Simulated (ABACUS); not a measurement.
# Ag (Fm-3m) in ABACUS: equation of state, part 2 of 2

ABACUS 3.10.1.

## Step 8: Equation of state, PBEsol, 18.07 Å³/atom (volume scaled by 1.06)

INPUT

```
INPUT_PARAMETERS
suffix              Ag
calculation         scf
basis_type          pw
pseudo_dir          ./
symmetry            1
dft_functional      pbesol
ecutwfc             82
pseudo_rcut         7
nspin               1
nbands              14
ks_solver           dav
smearing_method     fd
smearing_sigma      0.00367493
scf_thr             1e-08
scf_nmax            100
mixing_type         broyden
mixing_beta         0.7
cal_force           1
cal_stress          1
kpar                4
```

STRU

```
ATOMIC_SPECIES
Ag 107.8682 Ag.upf

LATTICE_CONSTANT
1.8897261246

LATTICE_VECTORS
0.0000000000 2.0828140930 2.0828140930
2.0828140930 0.0000000000 2.0828140930
2.0828140930 2.0828140930 0.0000000000

ATOMIC_POSITIONS
Direct

Ag
0.0
1
0.0000000000 0.0000000000 0.0000000000 1 1 1
```

KPT

```
K_POINTS
0
Gamma
11 11 11 0 0 0
```

Potentials or basis: PseudoDojo NC SR 0.4.1 PBEsol standard, plane waves.

Started as:

```console
OMP_NUM_THREADS=1 mpirun -np 4 abacus > log
```

running log:

```text
ABACUS v3.10.1

               Atomic-orbital Based Ab-initio Computation at UStc

 ------------------------------------------------------------------------------------

 READING GENERAL INFORMATION
                           global_out_dir = OUT.Ag/
                           global_in_card = INPUT
                               pseudo_dir = ./
                              orbital_dir =
                                    DSIZE = 4
                                    GSIZE = 1

 READING UNITCELL INFORMATION
                                    ntype = 1
                  lattice constant (Bohr) = 1.88973
              lattice constant (Angstrom) = 1

 READING ATOM TYPE 1
                               atom label = Ag
                      L=0, number of zeta = 1
                      L=1, number of zeta = 1
                      L=2, number of zeta = 1
             number of atom for this type = 1

                        TOTAL ATOM NUMBER = 1
DIRECT COORDINATES
    atom                   x                   y                   z     mag                  vx                  vy                  vz
taud_Ag1            0.0000000000        0.0000000000        0.0000000000  0.0000        0.0000000000        0.0000000000        0.0000000000

                          Volume (Bohr^3) = 121.949
                             Volume (A^3) = 18.071

 Lattice vectors: (Cartesian coordinate: in unit of a_0)
                   +0            +2.08281            +2.08281
             +2.08281                  +0            +2.08281
             +2.08281            +2.08281                  +0
 Reciprocal vectors: (Cartesian coordinate: in unit of 2 pi/a_0)
             -0.24006            +0.24006            +0.24006
             +0.24006            -0.24006            +0.24006
             +0.24006            +0.24006            -0.24006
 The esolver type has been set to : ksdft_pw

                PAO radial cut off (Bohr) = 7

 Read in pseudopotential file is Ag.upf
                     pseudopotential type = NC
          exchange-correlation functional = PBESOL
                 nonlocal core correction = 1
                        valence electrons = 19
[... 194 lines left out ...]
     Energy           Rydberg                 eV
----------------------------------------------------------
 E_KohnSham     -309.7623789928      -4214.5333803380
 E_Harris       -313.8815925086      -4270.5781554313
 E_Fermi        1.2166799486         16.5537799429
----------------------------------------------------------
[... 63 lines left out ...]
 Density error is 1.49155057153e-10
                          Error Threshold = 1.00399484296e-10
----------------------------------------------------------
     Energy           Rydberg                 eV
----------------------------------------------------------
 E_KohnSham     -309.7939909863      -4214.9634835742
 E_KS(sigma->0) -309.7938561752      -4214.9616493752
 E_Harris       -309.7940163135      -4214.9638281689
 E_band         -18.8887288074       -256.9943397576
 E_one_elec     -126.8627641112      -1726.0564559428
 E_Hartree      73.3016396397        997.3199718430
 E_xc           -45.9738329463       -625.5060869694
 E_Ewald        -210.2587639463      -2860.7172441071
 E_entropy(-TS) -0.0002696222        -0.0036683979
 E_descf        0.0000000000         0.0000000000
 E_exx          0.0000000000         0.0000000000
 E_Fermi        1.1899242699         16.1897502598
----------------------------------------------------------

 charge density convergence is achieved
 final etot is -4214.9634836 eV
 EFERMI = 16.18975026 eV

 STATE ENERGY(eV) AND OCCUPATIONS    NSPIN == 1
 1/14 kpoint (Cartesian) = 0.0000 0.0000 0.0000 (1471 pws)
       1       -75.7872     0.00150263
       2       -39.2152     0.00150263
       3       -39.2152     0.00150263
       4       -39.2152     0.00150263
       5        8.52984     0.00150263
       6        11.4029     0.00150263
       7        11.4029     0.00150263
       8        11.4029     0.00150263
       9        12.3513     0.00150263
      10        12.3513     0.00150263
      11        31.9405        0.00000
      12        35.1314        0.00000
      13        35.1314        0.00000
      14        35.1314        0.00000
[... 66 lines left out ...]
       1       -75.7745      0.0120210
       2       -39.3430      0.0120210
       3       -39.2348      0.0120210
       4       -39.2348      0.0120210
       5        9.93442      0.0120210
       6        11.3969      0.0120210
       7        11.3969      0.0120210
       8        13.0468      0.0120210
       9        13.0468      0.0120210
      10        15.2084      0.0120210
      11        19.7685    9.89359e-34
      12        31.1969        0.00000
      13        33.3189        0.00000
      14        33.3189        0.00000

[... levels at 8 further k points ...]

------------------------------------------------------------------------------------------
 TOTAL-FORCE (eV/Angstrom)
------------------------------------------------------------------------------------------
                       Ag1         0.0000000000         0.0000000000         0.0000000000
------------------------------------------------------------------------------------------

----------------------------------------------------------------
 TOTAL-STRESS (KBAR)
----------------------------------------------------------------
       -80.6147245208        -0.0000000000         0.0000000000
        -0.0000000000       -80.6147245208         0.0000000000
        -0.0000000000         0.0000000000       -80.6147245208
----------------------------------------------------------------
 TOTAL-PRESSURE: -80.614725 KBAR

 --------------------------------------------
 !FINAL_ETOT_IS -4214.9634835741662755 eV
 --------------------------------------------
```

stdout:

```text
ABACUS
v3.10.1

               Atomic-orbital Based Ab-initio Computation at UStc

[... 33 lines left out ...]
----------------------------------------------------------------
 TOTAL-STRESS (KBAR)
----------------------------------------------------------------
       -80.6147245208        -0.0000000000         0.0000000000
        -0.0000000000       -80.6147245208         0.0000000000
        -0.0000000000         0.0000000000       -80.6147245208
----------------------------------------------------------------
 TOTAL-PRESSURE: -80.614725 KBAR
```

Run time: 7.9 s. Hardware: 4 MPI ranks of Intel Xeon Platinum 8259CL at 2.50GHz (Skylake/Cascade Lake), shared host; peak memory 0.24 GiB.

Results:

```
Free energy            : -4214.9635 eV
Pressure               : -8.1 GPa
Band gap on the k mesh : none (metal or under the smearing width)
```

## Step 9: Equation of state, PBEsol

Potentials or basis: PseudoDojo NC SR 0.4.1 PBEsol standard, plane waves.

No new run: the results of the series are fitted here.

What came out:

- Equilibrium volume: 16.61 Å³/atom
- Bulk modulus: 121 GPa
- Pressure derivative of the bulk modulus: 6.0

Energy against volume, from the lowest point:
```tsv
volume (Å³/atom)	energy (meV/atom)
16.025	8.27
16.366	1.22
16.707	0.00
17.048	3.86
17.389	12.11
17.730	24.17
18.071	39.46
```
